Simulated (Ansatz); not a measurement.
## BaS: the change of energy less free atoms and pressure with volume scale

Periodic Kohn-Sham DFT of a crystal at fixed atoms, scaled to volume_scale times the given cell; pressure positive in compression, energy less spherical unpolarised free atoms, largest_vzz the field gradient of largest size among the nuclei. The results are calculated, by Ansatz 0.2.0.

The cell before it is scaled or strained (space group Fm-3m, No. 225):
```
cell vectors (Å)
   0.0000     3.1937     3.1937
   3.1937     0.0000     3.1937
   3.1937     3.1937     0.0000
atoms (fractions of the cell vectors)
Ba  0.00000  0.00000  0.00000
S   0.50000  0.50000  0.50000
```

Settings of every row: method all-electron LAPW; functional PBE; relativity scalar; k mesh 8x8x8; filling fermi-dirac; smearing width 0.02 eV; basis error target 0.25 meV/atom; nucleus gaussian.

Atom start moment: 0 on all atoms.

Limits: no spin-orbit coupling on heavy atoms.

| row | volume scale | V (Å³/atom) | energy less free atoms (eV/atom) | pressure (GPa) |
| --- | --- | --- | --- | --- |
| 1 | 0.94 | 30.62 | -5.0887 | 4.051 |
| 2 | 0.95 | 30.946 | -5.0963 | 3.44 |
| 3 | 0.96 | 31.275 | -5.1027 | 2.861 |
| 4 | 0.98 | 31.926 | -5.1122 | 1.793 |
| 5 | 0.99 | 32.252 | -5.1153 | 1.3 |
| 6 | 1 | 32.576 | -5.1175 | 0.834 |
| 7 | 1.01 | 32.901 | -5.1187 | 0.392 |
| 8 | 1.02 | 33.229 | -5.1191 | -0.027 |
| 9 | 1.04 | 33.878 | -5.1174 | -0.801 |
| 10 | 1.05 | 34.207 | ? | ? |
| 11 | 1.06 | 34.529 | -5.1127 | -1.496 |

Question: what energy less free atoms and pressure should row 10 give?

Worked fit of energy less free atoms. Take u = (V_r/V)^(2/3) − 1 with V_r = 32.414 Å³ an atom, which is twice the finite (Eulerian) strain; such expansions in the strain, on which the Birch-Murnaghan equation of state is built, carry the rest volume and the bulk modulus. The shown rows have u = 0.03869, 0.03138, 0.02413, 0.01016, 0.00335, -0.00332, -0.00989, -0.01642, -0.02902, -0.04126. Least squares give energy less free atoms = −5.1165 + 0.3259 × u + 10.146 × u² eV/atom; a straight line predicts inner rows, each left out in turn, worse (root mean square 0.0052 against 3.6e-05 eV/atom). The rows lie off it by 0.0000, 0.0000, 0.0000, -0.0001, 0.0000, 0.0000, 0.0000, 0.0000, 0.0000, 0.0000. Its lowest point lies at u = -0.0161, or V = 33.21 Å³ an atom, and the curvature there gives the bulk modulus at fixed shape and fractions, B = (4/9)(1 + u)² E″(u)/V = 42.1 GPa. The withheld row has u = -0.03526, so the fit gives −5.1165 + 0.3259 × (-0.03526) + 10.146 × (-0.03526)² = -5.1154 eV/atom.

The calculation gave -5.1154 eV/atom. The fit meets it to the printed digit.

Worked fit of pressure. Take u = (V_r/V)^(2/3) − 1 with V_r = 32.414 Å³ an atom, which is twice the finite (Eulerian) strain; such expansions in the strain, on which the Birch-Murnaghan equation of state is built, carry the rest volume and the bulk modulus. The shown rows have u = 0.03869, 0.03138, 0.02413, 0.01016, 0.00335, -0.00332, -0.00989, -0.01642, -0.02902, -0.04126. Least squares give pressure = 1.0649 + 69.825 × u + 188.99 × u² GPa; a straight line predicts inner rows, each left out in turn, worse (root mean square 0.096 against 0.0022 GPa). The rows lie off it by 0.002, -0.002, 0.001, -0.001, -0.001, -0.001, -0.001, 0.004, 0.001, -0.002. The pressure vanishes at u = -0.0159, or V = 33.2 Å³ an atom, and there the bulk modulus at fixed shape and fractions is B = −V dP/dV = (2/3)(1 + u) dP/du = 41.9 GPa. The withheld row has u = -0.03526, so the fit gives 1.0649 + 69.825 × (-0.03526) + 188.99 × (-0.03526)² = -1.162 GPa.

The calculation gave -1.158 GPa. The fit lies 0.004 GPa (0.072 % of the column's range) below it; its largest miss of a shown row is 0.004 GPa.
